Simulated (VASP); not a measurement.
# Si (I4/mmm) in VASP: notebook

Runs on Si. Level: PBEsol. Tasks: single point.

Program: VASP 6.6.1. These are calculated values, not measurements. Logs are shortened: lines on timing, memory, paths and dates and some standing lists are left out, and cuts for length are marked.

## (1) Starting point

It takes space group I4/mmm (No. 139, tetragonal). Conventional cell: a = 3.254 Å, b = 3.254 Å, c = 2.641 Å, α = 90.00°, β = 90.00°, γ = 90.00°. Si (site symmetry 4/mmm) is surrounded by 10 Si at 2.64 to 2.65 Å.

This isn't the form of Si at room conditions, which is diamond.

## (2) Single point, PBEsol

Contents of INCAR:

```
SYSTEM = Si
PREC     = Accurate       ! precision mode
ENCUT    = 400            ! plane-wave cutoff, eV
EDIFF    = 1E-6           ! SCF threshold, eV
ISMEAR   = 0              ! smearing method
SIGMA    = 0.05           ! smearing width, eV
LREAL    = .False.        ! projectors in reciprocal space
LASPH    = .True.         ! aspherical terms in the spheres
NELM     = 100            ! most SCF steps
ALGO     = Normal         ! electronic algorithm
ISIF     = 2              ! what is computed and relaxed
LWAVE    = .False.        ! write WAVECAR
LCHARG   = .False.        ! write CHGCAR
GGA      = PS             ! functional
ADDGRID  = .False.
```

Contents of KPOINTS:

```
Automatic mesh
0
Gamma
  3 3 3
  0 0 0
```

Contents of POSCAR:

```
Si
1.0
   -1.6269149300      1.6269149300      1.3203298500
    1.6269149300     -1.6269149300      1.3203298500
    1.6269149300      1.6269149300     -1.3203298500
Si
1
Direct
    0.0000000000      0.0000000000      0.0000000000
```

Potentials or basis: VASP PAW PBE potentials, release 64 (Si).

On the command line:

```sh
$ cat potpaw_PBE.64/Si/POTCAR > POTCAR
$ mpirun -np 1 vasp_std > vasp.out
```

OUTCAR:

```text
SYSTEM = Si
   PREC = Accurate
   ENCUT = 400
   EDIFF = 1E-6
   ISMEAR = 0
   LREAL = .False.
   LASPH = .True.
   NELM = 100
   ISIF = 2
   GGA = PS

 Found      6 irreducible k-points:

 Following reciprocal coordinates:
            Coordinates               Weight
  0.000000  0.000000  0.000000      1.000000
  0.333333  0.000000  0.000000      8.000000
  0.333333  0.333333  0.000000      8.000000
 -0.333333  0.333333  0.000000      4.000000
 -0.333333  0.333333  0.333333      4.000000
 -0.333333 -0.333333  0.333333      2.000000
   k-points           NKPTS =      6   k-points in BZ     NKDIM =      6   number of bands    NBANDS=      6
   number of dos      NEDOS =    301   number of ions     NIONS =      1
   total plane-waves  NPLWV =   5832
   dimension x,y,z NGX =    18 NGY =   18 NGZ =   18
   dimension x,y,z NGXF=    36 NGYF=   36 NGZF=   36
   ions per type =               1
   NGX,Y,Z   is equivalent  to a cutoff of  11.28, 11.28, 11.28 a.u.
   NGXF,Y,Z  is equivalent  to a cutoff of  22.56, 22.56, 22.56 a.u.
 SYSTEM =  Si
   PREC   = accura    normal or accurate (medium, high low for compatibility)
   ISTART =      0    job   : 0-new  1-cont  2-samecut
   ICHARG =      2    charge: 1-file 2-atom 10-const
   ISPIN  =      1    spin polarized calculation?
   LNONCOLLINEAR =      F non collinear calculations
   LSORBIT =      F    spin-orbit coupling
   LASPH  =      T    aspherical Exc in radial PAW
   ENCUT  =  400.0 eV  29.40 Ry    5.42 a.u.   4.33  4.33  4.33*2*pi/ulx,y,z
   NELM   =    100;   NELMIN=  2; NELMDL= -5     # of ELM steps
   EDIFF  = 0.1E-05   stopping-criterion for ELM
   LREAL  =      F    real-space projection
   EDIFFG = 0.1E-04   stopping-criterion for IOM
   NSW    =      0    number of steps for IOM
   IBRION =     -1    ionic relax: 0-MD 1-quasi-New 2-CG
   NFREE  =      0    steps in history (QN), initial steepest desc. (CG)
   ISIF   =      2    stress and relaxation
   ISYM   =      2    0-nonsym 1-usesym 2-fastsym
   POTIM  = 0.5000    time-step for ionic-motion
   TEBEG  =    0.0;   TEEND  =   0.0 temperature during run
   PSTRESS=    0.0 pullay stress
   NELECT =       4.0000    total number of electrons
   NUPDOWN=      -1.0000    fix difference up-down
   EMIN   =  10.00;   EMAX   =-10.00  energy-range for DOS
   EFERMI =   0.00;   METHOD = LEGACY
   ISMEAR =     0;   SIGMA  =   0.05  broadening in eV -4-tet -1-fermi 0-gaus
   EFERMI_NEDOS =   21; number of points for ismear=-14 and -15
   IALGO  =     38    algorithm
   IMIX   =      4    mixing-type and parameters
     AMIX     =   0.40;   BMIX     =  1.00
     AMIX_MAG =   1.60;   BMIX_MAG =  1.00
  volume/ion in A,a.u.               =      13.98        94.33
  Fermi-wavevector in a.u.,A,eV,Ry     =   1.078791  2.038620 15.834335  1.163791
  Thomas-Fermi vector in A             =   2.214739
   LORBIT       =      0    0 simple, 1 ext, 2 COOP (PROOUT), +10 PAW based schemes
   GGA     = PS    functional components
   LHFCALC =     F    Hartree Fock is set to
   AEXX    =    0.0000 exact exchange contribution
   IVDW    =     0    specifies the selected vdW correction
   LEPSILON=     F    determine dielectric tensor
   LRPA    =     F    only Hartree local field effects (RPA)
 non-spin polarized calculation
 Gauss-broadening in eV      SIGMA  =   0.05
  energy-cutoff  :      400.00
  volume of cell :       13.98
 maximum number of plane-waves:       265
 NGX is ok and might be reduce to    18
   NGX =  9   NGY =  9   NGZ =  9

 number of electron       4.0000000 magnetization

 Free energy of the ion-electron system (eV)
  ---------------------------------------------------
  ext. energy  EPLUGINS =         0.00000000
  ---------------------------------------------------
  free energy    TOTEN  =        -5.38582681 eV

  energy without entropy =       -5.38249789  energy(sigma->0) =       -5.38416235

 E-fermi :  10.2759     XC(G=0): -11.3730

 val. band max:       10.2520332492   @ k =  -0.3333  -0.3333   0.3333
 cond. band min:      10.5861393690   @ k =   0.3333   0.0000   0.0000
 fundamental gap:      0.3341061198
 Fermi energy:        10.2758800617

 k-point     1 :       0.0000    0.0000    0.0000
  band No.  band energies     occupation
      1      -4.2154      2.00000
      2      20.1428      0.00000
      3      20.7016      0.00000
      4      20.7016      0.00000
      5      23.4570      0.00000
      6      24.3968      0.00000

 k-point     2 :       0.3333    0.0000    0.0000
  band No.  band energies     occupation
      1      -0.4096      2.00000
      2      10.5861      0.00000
      3      15.6412      0.00000
      4      17.4934      0.00000
      5      18.2937      0.00000
      6      21.0563      0.00000

 k-point     3 :       0.3333    0.3333    0.0000
  band No.  band energies     occupation
      1       4.9423      2.00000
      2       6.0394      2.00000
      3       7.8057      2.00000
      4      16.1086      0.00000
      5      22.0407      0.00000
      6      23.8460      0.00000

 k-point     4 :      -0.3333    0.3333    0.0000
  band No.  band energies     occupation
      1      -1.2096      2.00000
      2       7.6678      2.00000
      3      20.1679      0.00000
      4      22.0278      0.00000
      5      22.5918      0.00000
      6      22.6768      0.00000

 k-point     5 :      -0.3333    0.3333    0.3333
  band No.  band energies     occupation
      1       1.7561      2.00000
      2       9.5332      2.00000
      3      11.7015      0.00000
      4      15.9978      0.00000
      5      18.4981      0.00000
      6      19.3989      0.00000

 k-point     6 :      -0.3333   -0.3333    0.3333
  band No.  band energies     occupation
      1       4.8539      2.00000
      2      10.2520      1.50000
      3      10.2520      1.50000
      4      11.2729      0.00000
      5      14.0465      0.00000
      6      29.1311      0.00000

------------------------ aborting loop because EDIFF is reached ----------------------------------------

  FORCE on cell =-STRESS in cart. coord.  units (eV):
  Direction    XX          YY          ZZ          XY          YZ          ZX
  --------------------------------------------------------------------------------------
  -------------------------------------------------------------------------------------
  Total        0.1394809      0.1394809     -0.9979417      0.0000000     -0.0000000      0.0000000
  in kB       15.9864884     15.9864884   -114.3783018      0.0000000     -0.0000000      0.0000000
  external PRESSURE =     -27.4684417 kB  Pullay stress =       0.0000000 kB

 VOLUME and BASIS-vectors are now :
 -----------------------------------------------------------------------------
  energy-cutoff  :      400.00
  volume of cell :       13.98
      direct lattice vectors                 reciprocal lattice vectors
    -1.626914930  1.626914930  1.320329850     0.000000000  0.307330144  0.378693249
     1.626914930 -1.626914930  1.320329850     0.307330144  0.000000000  0.378693249
     1.626914930  1.626914930 -1.320329850     0.307330144  0.307330144  0.000000000

 POSITION                                       TOTAL-FORCE (eV/Angst)
 -----------------------------------------------------------------------------------
      0.00000      0.00000      0.00000         0.000000      0.000000     -0.000000
 -----------------------------------------------------------------------------------
    total drift:                               -0.000000     -0.000000     -0.000000

  FREE ENERGIE OF THE ION-ELECTRON SYSTEM (eV)
  ---------------------------------------------------
  free  energy   TOTEN  =        -5.3858268079 eV

  energy  without entropy=       -5.3824978898  energy(sigma->0) =       -5.38416235
```

Run time: 0.9 s. Hardware: 1 thread of Intel Xeon 6975P-C (Granite Rapids), shared host; peak memory 0.11 GiB.

These settings aren't checked as converged: the numbers below hold their error.

Results:

* Free energy: -5.3858 eV
* Pressure: -2.7 GPa
* Band gap on the k mesh: none (metal or under the smearing width)

Caveat: the k mesh is coarse (spacing up to 1.02 Å⁻¹), so the values aren't converged; the PAW data sets were made with another functional, which shifts forces and pressure a little.

## (3) Single point, PBEsol

INCAR: that of step 2 with these lines changed.

```diff
@@ -2,3 +2,3 @@
 PREC     = Accurate       ! precision mode
-ENCUT    = 400            ! plane-wave cutoff, eV
+ENCUT    = 450            ! plane-wave cutoff, eV
 EDIFF    = 1E-6           ! SCF threshold, eV
```

KPOINTS is that of step 2.

POSCAR is that of step 2.

Potentials or basis: VASP PAW PBE potentials, release 64 (Si).

On the command line:

```sh
$ cat potpaw_PBE.64/Si/POTCAR > POTCAR
$ mpirun -np 1 vasp_std > vasp.out
```

OUTCAR:

```text
SYSTEM = Si
   PREC = Accurate
   ENCUT = 450
   EDIFF = 1E-6
   ISMEAR = 0
   LREAL = .False.
   LASPH = .True.
   NELM = 100
   ISIF = 2
   GGA = PS

 Found      6 irreducible k-points:

 Following reciprocal coordinates:
            Coordinates               Weight
  0.000000  0.000000  0.000000      1.000000
  0.333333  0.000000  0.000000      8.000000
  0.333333  0.333333  0.000000      8.000000
 -0.333333  0.333333  0.000000      4.000000
 -0.333333  0.333333  0.333333      4.000000
 -0.333333 -0.333333  0.333333      2.000000
   k-points           NKPTS =      6   k-points in BZ     NKDIM =      6   number of bands    NBANDS=      6
   number of dos      NEDOS =    301   number of ions     NIONS =      1
   total plane-waves  NPLWV =   5832
   dimension x,y,z NGX =    18 NGY =   18 NGZ =   18
   dimension x,y,z NGXF=    36 NGYF=   36 NGZF=   36
   ions per type =               1
   NGX,Y,Z   is equivalent  to a cutoff of  11.28, 11.28, 11.28 a.u.
   NGXF,Y,Z  is equivalent  to a cutoff of  22.56, 22.56, 22.56 a.u.
 SYSTEM =  Si
   PREC   = accura    normal or accurate (medium, high low for compatibility)
   ISTART =      0    job   : 0-new  1-cont  2-samecut
   ICHARG =      2    charge: 1-file 2-atom 10-const
   ISPIN  =      1    spin polarized calculation?
   LNONCOLLINEAR =      F non collinear calculations
   LSORBIT =      F    spin-orbit coupling
   LASPH  =      T    aspherical Exc in radial PAW
   ENCUT  =  450.0 eV  33.07 Ry    5.75 a.u.   4.59  4.59  4.59*2*pi/ulx,y,z
   NELM   =    100;   NELMIN=  2; NELMDL= -5     # of ELM steps
   EDIFF  = 0.1E-05   stopping-criterion for ELM
   LREAL  =      F    real-space projection
   EDIFFG = 0.1E-04   stopping-criterion for IOM
   NSW    =      0    number of steps for IOM
   IBRION =     -1    ionic relax: 0-MD 1-quasi-New 2-CG
   NFREE  =      0    steps in history (QN), initial steepest desc. (CG)
   ISIF   =      2    stress and relaxation
   ISYM   =      2    0-nonsym 1-usesym 2-fastsym
   POTIM  = 0.5000    time-step for ionic-motion
   TEBEG  =    0.0;   TEEND  =   0.0 temperature during run
   PSTRESS=    0.0 pullay stress
   NELECT =       4.0000    total number of electrons
   NUPDOWN=      -1.0000    fix difference up-down
   EMIN   =  10.00;   EMAX   =-10.00  energy-range for DOS
   EFERMI =   0.00;   METHOD = LEGACY
   ISMEAR =     0;   SIGMA  =   0.05  broadening in eV -4-tet -1-fermi 0-gaus
   EFERMI_NEDOS =   21; number of points for ismear=-14 and -15
   IALGO  =     38    algorithm
   IMIX   =      4    mixing-type and parameters
     AMIX     =   0.40;   BMIX     =  1.00
     AMIX_MAG =   1.60;   BMIX_MAG =  1.00
  volume/ion in A,a.u.               =      13.98        94.33
  Fermi-wavevector in a.u.,A,eV,Ry     =   1.078791  2.038620 15.834335  1.163791
  Thomas-Fermi vector in A             =   2.214739
   LORBIT       =      0    0 simple, 1 ext, 2 COOP (PROOUT), +10 PAW based schemes
   GGA     = PS    functional components
   LHFCALC =     F    Hartree Fock is set to
   AEXX    =    0.0000 exact exchange contribution
   IVDW    =     0    specifies the selected vdW correction
   LEPSILON=     F    determine dielectric tensor
   LRPA    =     F    only Hartree local field effects (RPA)
 non-spin polarized calculation
 Gauss-broadening in eV      SIGMA  =   0.05
  energy-cutoff  :      450.00
  volume of cell :       13.98
 maximum number of plane-waves:       310
 NGX is ok and might be reduce to    18
   NGX =  9   NGY =  9   NGZ =  9

 number of electron       4.0000000 magnetization

 Free energy of the ion-electron system (eV)
  ---------------------------------------------------
  ext. energy  EPLUGINS =         0.00000000
  ---------------------------------------------------
  free energy    TOTEN  =        -5.38608926 eV

  energy without entropy =       -5.38276034  energy(sigma->0) =       -5.38442480

 E-fermi :  10.2757     XC(G=0): -11.3729

 val. band max:       10.2518621574   @ k =  -0.3333  -0.3333   0.3333
 cond. band min:      10.5859065147   @ k =   0.3333   0.0000   0.0000
 fundamental gap:      0.3340443573
 Fermi energy:        10.2757089635

 k-point     1 :       0.0000    0.0000    0.0000
  band No.  band energies     occupation
      1      -4.2154      2.00000
      2      20.1417      0.00000
      3      20.7016      0.00000
      4      20.7016      0.00000
      5      23.4537      0.00000
      6      24.3970      0.00000

 k-point     2 :       0.3333    0.0000    0.0000
  band No.  band energies     occupation
      1      -0.4096      2.00000
      2      10.5859      0.00000
      3      15.6406      0.00000
      4      17.4931      0.00000
      5      18.2916      0.00000
      6      21.0549      0.00000

 k-point     3 :       0.3333    0.3333    0.0000
  band No.  band energies     occupation
      1       4.9423      2.00000
      2       6.0393      2.00000
      3       7.8057      2.00000
      4      16.1082      0.00000
      5      22.0388      0.00000
      6      23.8431      0.00000

 k-point     4 :      -0.3333    0.3333    0.0000
  band No.  band energies     occupation
      1      -1.2096      2.00000
      2       7.6677      2.00000
      3      20.1677      0.00000
      4      22.0279      0.00000
      5      22.5898      0.00000
      6      22.6742      0.00000

 k-point     5 :      -0.3333    0.3333    0.3333
  band No.  band energies     occupation
      1       1.7561      2.00000
      2       9.5331      2.00000
      3      11.7010      0.00000
      4      15.9976      0.00000
      5      18.4965      0.00000
      6      19.3977      0.00000

 k-point     6 :      -0.3333   -0.3333    0.3333
  band No.  band energies     occupation
      1       4.8539      2.00000
      2      10.2519      1.50000
      3      10.2519      1.50000
      4      11.2728      0.00000
      5      14.0450      0.00000
      6      29.1599      0.00000

------------------------ aborting loop because EDIFF is reached ----------------------------------------

  FORCE on cell =-STRESS in cart. coord.  units (eV):
  Direction    XX          YY          ZZ          XY          YZ          ZX
  --------------------------------------------------------------------------------------
  -------------------------------------------------------------------------------------
  Total        0.1407110      0.1407110     -0.9977082      0.0000000      0.0000000      0.0000000
  in kB       16.1274852     16.1274852   -114.3515305      0.0000000      0.0000000      0.0000000
  external PRESSURE =     -27.3655200 kB  Pullay stress =       0.0000000 kB

 VOLUME and BASIS-vectors are now :
 -----------------------------------------------------------------------------
  energy-cutoff  :      450.00
  volume of cell :       13.98
      direct lattice vectors                 reciprocal lattice vectors
    -1.626914930  1.626914930  1.320329850     0.000000000  0.307330144  0.378693249
     1.626914930 -1.626914930  1.320329850     0.307330144  0.000000000  0.378693249
     1.626914930  1.626914930 -1.320329850     0.307330144  0.307330144  0.000000000

 POSITION                                       TOTAL-FORCE (eV/Angst)
 -----------------------------------------------------------------------------------
      0.00000      0.00000      0.00000         0.000000     -0.000000     -0.000000
 -----------------------------------------------------------------------------------
    total drift:                                0.000000      0.000000     -0.000000

  FREE ENERGIE OF THE ION-ELECTRON SYSTEM (eV)
  ---------------------------------------------------
  free  energy   TOTEN  =        -5.3860892562 eV

  energy  without entropy=       -5.3827603382  energy(sigma->0) =       -5.38442480
```

It took 0.9 s on 1 thread of Intel Xeon 6975P-C (Granite Rapids), shared host; peak memory 0.11 GiB.

The run converged, but some of its settings lie outside the range that counts as converged, so its numbers aren't taken as properties of the crystal.

What came out:

| Item | Value |
| --- | --- |
| Free energy | -5.3861 eV |
| Pressure | -2.7 GPa |
| Band gap on the k mesh | none (metal or under the smearing width) |

Caveat: the k mesh is coarse (spacing up to 1.02 Å⁻¹), so the values aren't converged; the PAW data sets were made with another functional, which shifts forces and pressure a little.

## (4) Single point, PBEsol

INCAR: that of step 3 with these lines changed.

```diff
@@ -2,3 +2,3 @@
 PREC     = Accurate       ! precision mode
-ENCUT    = 450            ! plane-wave cutoff, eV
+ENCUT    = 300            ! plane-wave cutoff, eV
 EDIFF    = 1E-6           ! SCF threshold, eV
```

Contents of KPOINTS:

```
Automatic mesh
0
Gamma
  4 4 4
  0 0 0
```

POSCAR is that of step 3.

On the command line:

```sh
$ cat potpaw_PBE.64/Si/POTCAR > POTCAR
$ mpirun -np 1 vasp_std > vasp.out
```

Wall time 0.9 s (1 thread of Intel Xeon 6975P-C (Granite Rapids), shared host); peak memory 0.1 GiB.

These settings aren't checked as converged: the numbers below hold their error.

What came out:

| Item | Value |
| --- | --- |
| Free energy | -5.2595 eV |
| Pressure | -0.6 GPa |
| Band gap on the k mesh | none (metal or under the smearing width) |

Caveat: the k mesh is coarse (spacing up to 0.77 Å⁻¹), so the values aren't converged; the cutoff is under 1.25 times the usual one of these potentials, so pressure, stress and relaxed cells hold a basis-set (Pulay) error; the PAW data sets were made with another functional, which shifts forces and pressure a little.

(Part 1 of 2 ends here.)
